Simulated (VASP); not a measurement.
# BAs: restarted molecular dynamics, 2 variants

BAs, F-43m (no. 216), 8 atoms in the cell. PBE, molecular dynamics; PAW potentials As, B (PBE set).

| Restart from | Temperature at the end (K) | The same without a restart (K) | Potential energy at the end (eV/atom) | The same without a restart (eV/atom) | Electronic steps in the first step after the restart | Time (s) |
|---|---|---|---|---|---|---|
| CONTCAR with velocities, WAVECAR read | 493.0 | 493.0 | -5.34990 | -5.34990 | 4 | 110 |
| CONTCAR with velocities, no WAVECAR | 493.0 | 493.0 | -5.34990 | -5.34990 | 13 | 116 |

Limits: 60 fs of 8 atoms are too short for converged averages; the cell is only 4.8 Å across, so each atom moves in step with near copies of itself.

## Input of the first row

INCAR.step1:
```
SYSTEM = BAs
GGA = PE
PREC = Normal
ENCUT = 320
EDIFF = 1E-6
NELMIN = 4
NELM = 60
ALGO = Normal
LREAL = Auto
LASPH = .TRUE.
ISMEAR = 0
SIGMA = 0.05
ISYM = 0
LWAVE = .TRUE.
LCHARG = .FALSE.
IBRION = 0
NSW = 30
POTIM = 1.0
TEBEG = 1000
ISIF = 2
RANDOM_SEED = 478843 0 0
MDALGO = 2
SMASS = 0
KPAR = 2
```

INCAR.step2, as INCAR.step1 but for:
```
- LWAVE = .TRUE.
+ LWAVE = .FALSE.
```

KPOINTS:
```
k-points
0
Monkhorst-Pack
  2 2 2
```

POSCAR.step1:
```
BAs
1.0
    4.7770000000      0.0000000000      0.0000000000
    0.0000000000      4.7770000000      0.0000000000
    0.0000000000      0.0000000000      4.7770000000
As B
4 4
Direct
    0.2500000000      0.2500000000      0.2500000000
    0.2500000000      0.7500000000      0.7500000000
    0.7500000000      0.2500000000      0.7500000000
    0.7500000000      0.7500000000      0.2500000000
    0.0000000000      0.0000000000      0.0000000000
    0.0000000000      0.5000000000      0.5000000000
    0.5000000000      0.0000000000      0.5000000000
    0.5000000000      0.5000000000      0.0000000000
```

Commands (each step's output is kept before the next begins):
```
cat potpaw_PBE.64/As/POTCAR potpaw_PBE.64/B/POTCAR > POTCAR
cp INCAR.step1 INCAR
cp POSCAR.step1 POSCAR
mpirun -np 2 vasp_std > vasp.out
cp CONTCAR POSCAR
cp INCAR.step2 INCAR
mpirun -np 2 vasp_std > vasp.out
```

Changes of the last row against the first:
```
(step 1)
- LWAVE = True
+ LWAVE = False
```

VASP 6.6.1 took 110 s on 2 cores (Intel Xeon Platinum 8375C @ 2.90GHz (Ice Lake)), a shared host.
